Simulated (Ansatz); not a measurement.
Rocksalt SrTe (r2SCAN geometry), in Ansatz:

```yaml
crystal:
  lattice:
    - [0.00000, 3.35276, 3.35276]
    - [3.35276, 0.00000, 3.35276]
    - [3.35276, 3.35276, 0.00000]
  atoms:
    - { symbol: Sr, position: [0.00000, 0.00000, 0.00000] }
    - { symbol: Te, position: [0.50000, 0.50000, 0.50000] }
```

G0W0@PBE with 283 empty bands, a screening cutoff of 140 eV and a 4×4×4 mesh (PAW, contour deformation) gives 2.894 eV over the mesh points, from a PBE gap of 1.763 eV; it sums over 296 bands with 283 plane waves in the screening and a wave cutoff of 420 eV. G0W0 here is at a finite number of bands, screening cutoff and k mesh, not at the basis limit. Spin-unpolarised throughout; all numbers are computed.

**Question.** Estimate the gap with empty bands 122, screening cutoff 80 eV.

**Answer.** 2.759 eV (-0.135 eV), from a Kohn-Sham gap of 1.763 eV.

**Question.** Estimate the gap with starting point r2SCAN.

**Answer.** 3.150 eV (+0.256 eV), from a Kohn-Sham gap of 2.165 eV.

**Question.** Estimate the gap with empty bands 520, screening cutoff 210 eV.

**Answer.** 2.940 eV (+0.046 eV), from a Kohn-Sham gap of 1.763 eV.

No spin-orbit coupling is included; it can move band edges with weight on the heavy atoms by tenths of an eV.
